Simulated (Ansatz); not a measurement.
# TiO: properties at the relaxed cell

The task here is to estimate one member of a computed series from the others.

Method: DFT r2SCAN, scalar-relativistic, plane waves, PAW, in Ansatz 0.2.0.

1 further run of the same task is left out (set aside as unsound or not needed).

## The structure to begin with

It takes space group P6_3/mmc (No. 194, hexagonal). The conventional cell has a = 2.826 Å, b = 2.826 Å, c = 5.541 Å, α = 90.00°, β = 90.00°, γ = 120.00°. Around Ti (site symmetry -6m2) lie 6 O at 2.14 Å. O (site symmetry -3m) is surrounded by 6 Ti at 2.14 Å.

Structure file:

```cif
data_structure
_symmetry_space_group_name_H-M 'P 1'
_symmetry_Int_Tables_number 1
_cell_length_a 2.8263
_cell_length_b 2.8263
_cell_length_c 5.5411
_cell_angle_alpha 90.000
_cell_angle_beta 90.000
_cell_angle_gamma 120.000
_cell_volume 38.33
loop_
_atom_site_label
_atom_site_type_symbol
_atom_site_fract_x
_atom_site_fract_y
_atom_site_fract_z
_atom_site_occupancy
Ti1 Ti 0.33333 0.66667 0.25000 1
Ti2 Ti 0.66667 0.33333 0.75000 1
O1 O 0.00000 0.00000 0.00000 1
O2 O 0.00000 0.00000 0.50000 1
```

It goes back to an entry of the Materials Project, which need not be the stable form.

It is the result of an earlier relaxation at this level (volume 9.58 Å³/atom; gap on the mesh: none (metal)).

Set-up of the first run:

input.yaml reads:

```yaml
crystal:
  lattice:
    - [2.8263326922, 0.0, 0.0]
    - [-1.4131663461, 2.447675911, 0.0]
    - [0.0, 0.0, 5.5411476709]
  atoms:
    - { symbol: Ti, position: [0.3333333333, 0.6666666667, 0.25] }
    - { symbol: Ti, position: [0.6666666667, 0.3333333333, 0.75] }
    - { symbol: O, position: [0.0, 0.0, 0.0] }
    - { symbol: O, position: [0.0, 0.0, 0.5] }
basis:
  ecutwfc: 500
kpoints:
  mp_grid: { grid: [18, 18, 8] }
  band_path:
    path:
      - [[0.0, 0.0, 0.0], [0.5, 0.0, 0.0], [0.33333333, 0.33333333, 0.0], [0.0, 0.0, 0.0], [0.0, 0.0, 0.5], [0.5, 0.0, 0.5], [0.33333333, 0.33333333, 0.5], [0.0, 0.0, 0.5]]
      - [[0.5, 0.0, 0.5], [0.5, 0.0, 0.0]]
      - [[0.33333333, 0.33333333, 0.5], [0.33333333, 0.33333333, 0.0]]
    npoints: 14
hamiltonian:
  xc: r2scan
scf:
  occupations: { method: gaussian, width: 0.1 }
  n_extra_bands: 10
output:
  forces: true
  stress: true
  eigenvalues: true
  populations: true
  dos: { projected: true, de: 0.02, nscf_kmesh: { grid: [27, 27, 12] } }
  bader: true
```

Started as:

```bash
$ ansatz run input.yaml --threads 1 --pin off --max-ram 2560MiB --backend cpu --events-out ev --progress --plain --runs-dir out
```

Among the steps run: Bands, states and charges; Back to the database's cell; Volume × 0.97; Volume × 1.03; Volume × 0.94; Volume × 1.06; The cell scaled to 0.91 of its volume; Point at V/V0 = 1.10; The cell scaled to 0.88 of its volume.

One of the session's tables, all rows but one given; the rest of the session is left out.

It belongs to the step «Equation of state». 

```
volume (Å³/atom)  energy above the lowest point (meV/atom)  pressure (GPa)
           8.433                                     134.5           41.94
           8.721                                      71.4           28.80
           9.008                                      30.0           17.62
           9.296                                         ?               ?
           9.583                                       0.0            0.00
           9.871                                       6.3           -6.91
          10.158                                      24.2          -12.81
          10.542                                      62.9          -19.35
```

Q: Estimate the row for volume (Å³/atom) = 9.296 from the others.

Worked estimate for «energy above the lowest point (meV/atom)». A straight line through the neighbours (9.008, 30.0) and (9.583, 0.0) gives 30.0 + (0.0 − 30.0) × (9.296 − 9.008) / (9.583 − 9.008) = 15.0; a parabola fitted to 4 rows on both sides gives 7.0.

**Answer.** energy above the lowest point (meV/atom): 7.1; pressure (GPa): 8.11. In «energy above the lowest point (meV/atom)» the line misses by +7.9 and the parabola by -0.1.

Limits of these values: The final runs have no spin polarisation, so no magnetic state was tried and one may lie lower.
